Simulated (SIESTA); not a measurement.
Write an ASE script for SIESTA 5.4.2 that does the following.

- Task: equation of state
- Functional: SOGGA
- Potentials or basis: PseudoDojo 0.4 standard (PBEsol files)
- Basis: DZP (energy shift 0.002 Ry)
- Grid cutoff: 800 Ry
- Energy shift: 0.002 Ry
- k mesh: 11 × 11 × 11
- Occupations: fermi-dirac, width 0.05 eV
- Spin: no spin polarisation

The system is Au.

```
Au
1.0
     0.00000    2.03500    2.03500
     2.03500    0.00000    2.03500
     2.03500    2.03500    0.00000
Au
1
Direct
  0.00000 0.00000 0.00000
```

The input as run:

run.py

```python
from ase import Atoms
from ase.calculators.siesta import Siesta
from ase.units import Ry, GPa
from ase.eos import EquationOfState

atoms = Atoms(
    ['Au'],
    cell=[
        [0.0, 2.035, 2.035],
        [2.035, 0.0, 2.035],
        [2.035, 2.035, 0.0],
    ],
    scaled_positions=[
        [0.0, 0.0, 0.0],
    ],
    pbc=True,
)

fdf = {
    'SCFMustConverge': False,
    'XC.Mix': ['2', 'GGA LIBXC-00-GGA_X_SOGGA 1.0 0.0', 'GGA LIBXC-00-GGA_C_PBE 0.0 1.0'],
    'OccupationFunction': 'FD',
    'ElectronicTemperature': '0.05 eV',
    'MaxSCFIterations': '120',
    'SCF.Mixer.Method': 'Pulay',
    'SCF.Mixer.Weight': '0.25',
    'SCF.Mixer.History': '8',
    'SCF.DM.Tolerance': '5.0e-05',
    'SCF.H.Tolerance': '1.0e-03 eV',
    'WriteForces': 'true',
    'Charge.Mulliken': 'end',
    'Charge.Hirshfeld': 'end',
    'Charge.Voronoi': 'end',
    'SaveRho': 'true',
    'SaveElectrostaticPotential': 'true',
}
calc = Siesta(
    label="Au",
    command="siesta < PREFIX.fdf > PREFIX.out",
    pseudo_path="pseudos",
    pseudo_qualifier="",
    xc=('GGA', 'PBE'),
    basis_set="DZP",
    mesh_cutoff=800 * Ry,
    energy_shift=0.002 * Ry,
    kpts=[11, 11, 11],
    spin="non-polarized",
    fdf_arguments=fdf,
)
atoms.calc = calc

cell0 = atoms.cell.copy()
volumes, energies = [], []
for x in [0.94, 0.96, 0.98, 1.0, 1.02, 1.04, 1.06]:
    atoms.set_cell(cell0 * x ** (1 / 3), scale_atoms=True)
    volumes.append(atoms.get_volume() / len(atoms))
    energies.append(atoms.get_potential_energy(force_consistent=True) / len(atoms))
    print(f"V = {volumes[-1]:.5f} A^3/atom   F = {energies[-1]:.6f} eV/atom", flush=True)
v0, e0, b0 = EquationOfState(volumes, energies, eos="birchmurnaghan").fit()
print(f"v0 = {v0:.4f} A^3/atom, e0 = {e0:.5f} eV/atom, B0 = {b0 / GPa:.1f} GPa")
```

Potentials or basis: PseudoDojo 0.4 standard (PBEsol files), DZP (energy shift 0.002 Ry).

Run with:

```bash
$ python run.py
```

It gave:

The equilibrium volume is 16.89 Å³/atom and the bulk modulus is 183 GPa. The pressure derivative of the bulk modulus is 5.7 (rough: it moves with the points fitted).

Caveat: semicore shells carry a single zeta, which can move pressures by several GPa and volumes by a few percent; the potentials were made for another functional, which shifts forces and pressure; the basis of atomic orbitals isn't converged, which shifts pressures, moduli and gaps.

Run time: 120 s on 1 thread of Arm Neoverse V1, on a shared host, peak memory 0.22 GiB.
